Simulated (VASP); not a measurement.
# S (Fddd) in VASP: single point with PBE

Aim: the single point of S with PBE.

Program: VASP 6.6.1. These are calculated values, not measurements. Logs are shortened: lines on timing, memory, paths and dates and some standing lists are left out, and cuts for length are marked.

## Step 1: The crystal as given

The structure is orthorhombic, space group Fddd (No. 70). Conventional cell: a = 10.768 Å, b = 13.135 Å, c = 24.898 Å, α = 90.00°, β = 90.00°, γ = 90.00°. Around S (site symmetry 1) lie 2 S at 2.05 Å. S (site symmetry 1) is surrounded by 2 S at 2.05 Å. Around S (site symmetry 1) lie 2 S at 2.05 Å. Around S (site symmetry 1) lie 2 S at 2.05 Å.

## Step 2: Single point, PBE

Contents of INCAR:

```
PREC     = Accurate       # precision mode
ENCUT    = 520            # plane-wave cutoff, eV
EDIFF    = 1E-6           # SCF threshold, eV
ISMEAR   = 0              # smearing method
SIGMA    = 0.1            # smearing width, eV
LREAL    = Auto         
LASPH    = T              # aspherical terms in the spheres
NELM     = 100            # most SCF steps
ALGO     = Fast           # electronic algorithm
ISIF     = 2              # what is computed and relaxed
LWAVE    = F              # write WAVECAR
LCHARG   = T              # write CHGCAR
GGA      = PE             # functional
LELF     = T              # ELF
LVHAR    = T            
NBANDS   = 118            # bands
```

Contents of KPOINTS:

```
Automatic mesh
0
Gamma
  2 2 2
```

Contents of POSCAR:

```
S
1.0
    0.0000000000      6.5674743061     12.4489490369
    5.3841215758      0.0000000000     12.4489490369
    5.3841215758      6.5674743061      0.0000000000
S
32
Direct
    0.8846723800      0.7702646800      0.7679863600
    0.5770765800      0.7679863600      0.7702646800
    0.7679863600      0.5770765800      0.8846723800
    0.7702646800      0.8846723800      0.5770765800
    0.3653276200      0.4797353200      0.4820136400
    0.6729234200      0.4820136400      0.4797353200
    0.4820136400      0.6729234200      0.3653276200
    0.4797353200      0.3653276200      0.6729234200
    0.8214337300      0.9373540700      0.8884198800
    0.3527923200      0.8884198800      0.9373540700
    0.8884198800      0.3527923200      0.8214337300
    0.9373540700      0.8214337300      0.3527923200
    0.4285662700      0.3126459300      0.3615801200
    0.8972076800      0.3615801200      0.3126459300
    0.3615801200      0.8972076800      0.4285662700
    0.3126459300      0.4285662700      0.8972076800
    0.0140177000      0.8881618500      0.7918944700
    0.3059259800      0.7918944700      0.8881618500
    0.7918944700      0.3059259800      0.0140177000
    0.8881618500      0.0140177000      0.3059259800
    0.2359823000      0.3618381500      0.4581055300
    0.9440740200      0.4581055300      0.3618381500
    0.4581055300      0.9440740200      0.2359823000
    0.3618381500      0.2359823000      0.9440740200
    0.9497409100      0.0573309200      0.6156568400
    0.3772713300      0.6156568400      0.0573309200
    0.6156568400      0.3772713300      0.9497409100
    0.0573309200      0.9497409100      0.3772713300
    0.3002590900      0.1926690800      0.6343431600
    0.8727286700      0.6343431600      0.1926690800
    0.6343431600      0.8727286700      0.3002590900
    0.1926690800      0.3002590900      0.8727286700
```

Potentials or basis: VASP PAW PBE potentials, release 64 (S).

On the command line:

```bash
$ cat potpaw_PBE.64/S/POTCAR > POTCAR
$ mpirun -np 1 vasp_std > vasp.out
```

OUTCAR:

```text
PREC = Accurate
   ENCUT = 520
   EDIFF = 1E-6
   ISMEAR = 0
   LREAL = Auto
   LASPH = T
   NELM = 100
   ISIF = 2
   GGA = PE

 ion  position               nearest neighbor table
   1  0.885  0.770  0.768-   4 2.05   9 2.05
   2  0.577  0.768  0.770-   3 2.05  10 2.05
   3  0.768  0.577  0.885-   2 2.05  11 2.05
   4  0.770  0.885  0.577-   1 2.05  12 2.05
   5  0.365  0.480  0.482-   8 2.05  13 2.05
   6  0.673  0.482  0.480-   7 2.05  14 2.05
[... 24 lines left out ...]
  31  0.634  0.873  0.300-  23 2.05  30 2.05
  32  0.193  0.300  0.873-  24 2.05  29 2.05

  LATTYP: Found a face centered orthorhombic cell.
 ALAT       =    10.7682431516
 B/A-ratio  =     1.2197856630
 C/A-ratio  =     2.3121597203

  Lattice vectors:

 A1 = (   0.0000000000,   6.5674743061,  12.4489490369)
 A2 = (   5.3841215758,   0.0000000000,  12.4489490369)
 A3 = (   5.3841215758,   6.5674743061,   0.0000000000)

Analysis of symmetry for initial positions (statically):
=====================================================================
 Subroutine PRICEL returns:
 Original cell was already a primitive cell.

 Routine SETGRP: Setting up the symmetry group for a
 face centered orthorhombic supercell.

 Subroutine GETGRP returns: Found  8 space group operations
 (whereof  4 operations were pure point group operations)
 out of a pool of  8 trial point group operations.

The static configuration has the point symmetry D_2 .
 The point group associated with its full space group is D_2h.

Analysis of symmetry for dynamics (positions and initial velocities):
=====================================================================
 Subroutine PRICEL returns:
 Original cell was already a primitive cell.

 Routine SETGRP: Setting up the symmetry group for a
 face centered orthorhombic supercell.

 Subroutine GETGRP returns: Found  8 space group operations
 (whereof  4 operations were pure point group operations)
 out of a pool of  8 trial point group operations.

The dynamic configuration has the point symmetry D_2 .
 The point group associated with its full space group is D_2h.

 Subroutine INISYM returns: Found  8 space group operations
 (whereof  4 operations are pure point group operations),
 and found     1 'primitive' translations

----------------------------------------------------------------------------------------

                                     Primitive cell

  volume of cell :     880.3917

  direct lattice vectors                    reciprocal lattice vectors
     0.000000000  6.567474306 12.448949037    -0.092865659  0.076132768  0.040164033
     5.384121576  0.000000000 12.448949037     0.092865659 -0.076132768  0.040164033
     5.384121576  6.567474306  0.000000000     0.092865659  0.076132768 -0.040164033

  length of vectors
    14.075086177 13.563373373  8.492377989     0.126622978  0.126622978  0.126622978

  position of ions in fractional coordinates (direct lattice)
     0.884672380  0.770264680  0.767986360
     0.577076580  0.767986360  0.770264680
     0.767986360  0.577076580  0.884672380
     0.770264680  0.884672380  0.577076580
     0.365327620  0.479735320  0.482013640
     0.672923420  0.482013640  0.479735320
[... 24 lines left out ...]
     0.634343160  0.872728670  0.300259090
     0.192669080  0.300259090  0.872728670

  ion indices of the primitive-cell ions
   primitive index   ion index
                 1           1
                 2           2
                 3           3
                 4           4
                 5           5
                 6           6
[... 24 lines left out ...]
                31          31
                32          32

----------------------------------------------------------------------------------------

 KPOINTS: Automatic mesh

Automatic generation of k-mesh.
 Grid dimensions read from file:
 generate k-points for:    2    2    2

 Generating k-lattice:

  Cartesian coordinates                     Fractional coordinates (reciprocal lattice)
    -0.046432830  0.038066384  0.020082017     0.500000000  0.000000000  0.000000000
     0.046432830 -0.038066384  0.020082017     0.000000000  0.500000000  0.000000000
     0.046432830  0.038066384 -0.020082017     0.000000000  0.000000000  0.500000000

  Length of vectors
     0.063311489  0.063311489  0.063311489

  Shift w.r.t. Gamma in fractional coordinates (k-lattice)
     0.000000000  0.000000000  0.000000000

 Subroutine IBZKPT returns following result:
 ===========================================

 Found      5 irreducible k-points:

 Following reciprocal coordinates:
            Coordinates               Weight
  0.000000  0.000000  0.000000      1.000000
  0.500000 -0.000000  0.000000      4.000000
  0.500000  0.500000  0.000000      1.000000
  0.500000  0.000000  0.500000      1.000000
  0.000000  0.500000  0.500000      1.000000
   k-points           NKPTS =      5   k-points in BZ     NKDIM =      5   number of bands    NBANDS=    118
   number of dos      NEDOS =    301   number of ions     NIONS =     32
   total plane-waves  NPLWV = 746496
   dimension x,y,z NGX =   108 NGY =  108 NGZ =   64
   dimension x,y,z NGXF=   216 NGYF=  216 NGZF=  128
   ions per type =              32
   NGX,Y,Z   is equivalent  to a cutoff of  12.76, 13.24, 12.53 a.u.
   NGXF,Y,Z  is equivalent  to a cutoff of  25.51, 26.48, 25.06 a.u.
 SYSTEM =  unknown system
   PREC   = accura    normal or accurate (medium, high low for compatibility)
   ISTART =      0    job   : 0-new  1-cont  2-samecut
   ICHARG =      2    charge: 1-file 2-atom 10-const
   ISPIN  =      1    spin polarized calculation?
   LNONCOLLINEAR =      F non collinear calculations
   LSORBIT =      F    spin-orbit coupling
   LASPH  =      T    aspherical Exc in radial PAW
   ENCUT  =  520.0 eV  38.22 Ry    6.18 a.u.  26.17 25.22 15.79*2*pi/ulx,y,z
   NELM   =    100;   NELMIN=  2; NELMDL= -5     # of ELM steps
   EDIFF  = 0.1E-05   stopping-criterion for ELM
   LREAL  =      T    real-space projection
   EDIFFG = 0.1E-04   stopping-criterion for IOM
   NSW    =      0    number of steps for IOM
   IBRION =     -1    ionic relax: 0-MD 1-quasi-New 2-CG
   NFREE  =      0    steps in history (QN), initial steepest desc. (CG)
   ISIF   =      2    stress and relaxation
   ISYM   =      2    0-nonsym 1-usesym 2-fastsym
   POTIM  = 0.5000    time-step for ionic-motion
   TEBEG  =    0.0;   TEEND  =   0.0 temperature during run
   PSTRESS=    0.0 pullay stress
   NELECT =     192.0000    total number of electrons
   NUPDOWN=      -1.0000    fix difference up-down
   EMIN   =  10.00;   EMAX   =-10.00  energy-range for DOS
   EFERMI =   0.00;   METHOD = LEGACY
   ISMEAR =     0;   SIGMA  =   0.10  broadening in eV -4-tet -1-fermi 0-gaus
   EFERMI_NEDOS =   21; number of points for ismear=-14 and -15
   IALGO  =     68    algorithm
   IMIX   =      4    mixing-type and parameters
     AMIX     =   0.40;   BMIX     =  1.00
     AMIX_MAG =   1.60;   BMIX_MAG =  1.00
  volume/ion in A,a.u.               =      27.51       185.66
  Fermi-wavevector in a.u.,A,eV,Ry     =   0.985409  1.862153 13.211682  0.971031
  Thomas-Fermi vector in A             =   2.116714
   LORBIT       =      0    0 simple, 1 ext, 2 COOP (PROOUT), +10 PAW based schemes
   GGA     = PE    functional components
   LHFCALC =     F    Hartree Fock is set to
   AEXX    =    0.0000 exact exchange contribution
   IVDW    =     0    specifies the selected vdW correction
   LEPSILON=     F    determine dielectric tensor
   LRPA    =     F    only Hartree local field effects (RPA)
 non-spin polarized calculation
 RMM-DIIS sequential band-by-band and
 Gauss-broadening in eV      SIGMA  =   0.10
  energy-cutoff  :      520.00
  volume of cell :      880.39
 maximum number of plane-waves:     23746
 NGX is ok and might be reduce to   108
   NGX = 53   NGY = 51   NGZ = 31

 number of electron     191.9999996 magnetization

 Free energy of the ion-electron system (eV)
  ---------------------------------------------------
  ext. energy  EPLUGINS =         0.00000000
  ---------------------------------------------------
  free energy    TOTEN  =      -131.75897191 eV

  energy without entropy =     -131.75897191  energy(sigma->0) =     -131.75897191

 E-fermi :   1.8777     XC(G=0):  -7.8788

 val. band max:        1.4283179729   @ k =   0.0000   0.0000   0.0000
 cond. band min:       3.7117978861   @ k =   0.0000   0.5000   0.5000
 fundamental gap:      2.2834799132
 Fermi energy:         1.8776821037

 k-point     1 :       0.0000    0.0000    0.0000
  band No.  band energies     occupation
      1     -14.9281      2.00000
      2     -14.8032      2.00000
      3     -14.7939      2.00000
      4     -14.7826      2.00000
      5     -14.0858      2.00000
      6     -14.0432      2.00000
[... 100 lines left out ...]
    107       4.7203      0.00000
    108       4.7464      0.00000

 k-point     2 :       0.5000   -0.0000    0.0000
  band No.  band energies     occupation
      1     -14.8657      2.00000
      2     -14.8327      2.00000
      3     -14.8188      2.00000
      4     -14.7775      2.00000
      5     -14.0901      2.00000
      6     -14.0246      2.00000
[... 100 lines left out ...]
    107       4.6388      0.00000
    108       4.8142      0.00000

 k-point     3 :       0.5000    0.5000    0.0000
  band No.  band energies     occupation
      1     -14.8787      2.00000
      2     -14.8787      2.00000
      3     -14.7791      2.00000
      4     -14.7791      2.00000
      5     -14.0388      2.00000
      6     -14.0388      2.00000
[... 100 lines left out ...]
    107       4.7276      0.00000
    108       4.7283      0.00000

 k-point     4 :       0.5000    0.0000    0.5000
  band No.  band energies     occupation
      1     -14.8345      2.00000
      2     -14.8345      2.00000
      3     -14.8022      2.00000
      4     -14.8022      2.00000
      5     -14.0686      2.00000
      6     -14.0686      2.00000
[... 100 lines left out ...]
    107       4.7823      0.00000
    108       4.7824      0.00000

 k-point     5 :       0.0000    0.5000    0.5000
  band No.  band energies     occupation
      1     -14.8266      2.00000
      2     -14.8266      2.00000
      3     -14.8108      2.00000
      4     -14.8108      2.00000
      5     -14.0769      2.00000
      6     -14.0769      2.00000
[... 100 lines left out ...]
    107       4.7096      0.00000
    108       4.7116      0.00000
 [bands above 108 left out]

------------------------ aborting loop because EDIFF is reached ----------------------------------------

  FORCE on cell =-STRESS in cart. coord.  units (eV):
  Direction    XX          YY          ZZ          XY          YZ          ZX
  --------------------------------------------------------------------------------------
  -------------------------------------------------------------------------------------
  Total        7.6632549      8.0341474      9.3440368      0.0000000      0.0000000      0.0000000
  in kB       13.9459444     14.6209116     17.0047088      0.0000000      0.0000000      0.0000000
  external PRESSURE =      15.1905216 kB  Pullay stress =       0.0000000 kB

 VOLUME and BASIS-vectors are now :
 -----------------------------------------------------------------------------
  energy-cutoff  :      520.00
  volume of cell :      880.39
      direct lattice vectors                 reciprocal lattice vectors
     0.000000000  6.567474306 12.448949037    -0.092865659  0.076132768  0.040164033
     5.384121576  0.000000000 12.448949037     0.092865659 -0.076132768  0.040164033
     5.384121576  6.567474306  0.000000000     0.092865659  0.076132768 -0.040164033

 POSITION                                       TOTAL-FORCE (eV/Angst)
 -----------------------------------------------------------------------------------
      8.28213     10.85379     20.60223        -0.088843      0.122452     -0.129661
      8.28213      8.84863     16.74462        -0.088843     -0.122452      0.129661
      7.87023     10.85379     16.74462         0.088843      0.122452      0.129661
      7.87023      8.84863     20.60223         0.088843     -0.122452     -0.129661
      5.17817      5.56489     10.52015         0.088843     -0.122452      0.129661
      5.17817      7.57006     14.37775         0.088843      0.122452     -0.129661
[... 24 lines left out ...]
      6.31551      6.13798     18.76146         0.146023      0.056043      0.129227
      6.31551      6.99697      6.13644         0.146023     -0.056043     -0.129227
 -----------------------------------------------------------------------------------
    total drift:                               -0.000000     -0.000000     -0.000000

  FREE ENERGIE OF THE ION-ELECTRON SYSTEM (eV)
  ---------------------------------------------------
  free  energy   TOTEN  =      -131.7589719123 eV

  energy  without entropy=     -131.7589719123  energy(sigma->0) =     -131.75897191
```

It took 24 min on 1 thread of Intel Xeon 6975P-C (Granite Rapids), shared host; peak memory 1.5 GiB.

What came out:

```
Free energy            : -131.7590 eV
Pressure               : 1.5 GPa
Largest force          : 0.203 eV/Å
Band gap on the k mesh : 2.28 eV, indirect (least direct gap 2.38 eV)
```

Forces in eV/Å, atoms in the order of the input:
```
S   -0.089  0.122 -0.130
S   -0.089 -0.122  0.130
S    0.089  0.122  0.130
S    0.089 -0.122 -0.130
S    0.089 -0.122  0.130
S    0.089  0.122 -0.130
S   -0.089 -0.122 -0.130
S   -0.089  0.122  0.130
S    0.188  0.007 -0.059
S    0.188 -0.007  0.059
S   -0.188  0.007  0.059
S   -0.188 -0.007 -0.059
S   -0.188 -0.007  0.059
S   -0.188  0.007 -0.059
S    0.188 -0.007 -0.059
S    0.188  0.007  0.059
S   -0.038  0.180  0.059
S   -0.038 -0.180 -0.059
S    0.038  0.180 -0.059
S    0.038 -0.180  0.059
S    0.038 -0.180 -0.059
S    0.038  0.180  0.059
S   -0.038 -0.180  0.059
S   -0.038  0.180 -0.059
S    0.146 -0.056  0.129
S    0.146  0.056 -0.129
S   -0.146 -0.056 -0.129
S   -0.146  0.056  0.129
S   -0.146  0.056 -0.129
S   -0.146 -0.056  0.129
S    0.146  0.056  0.129
S    0.146 -0.056 -0.129
```
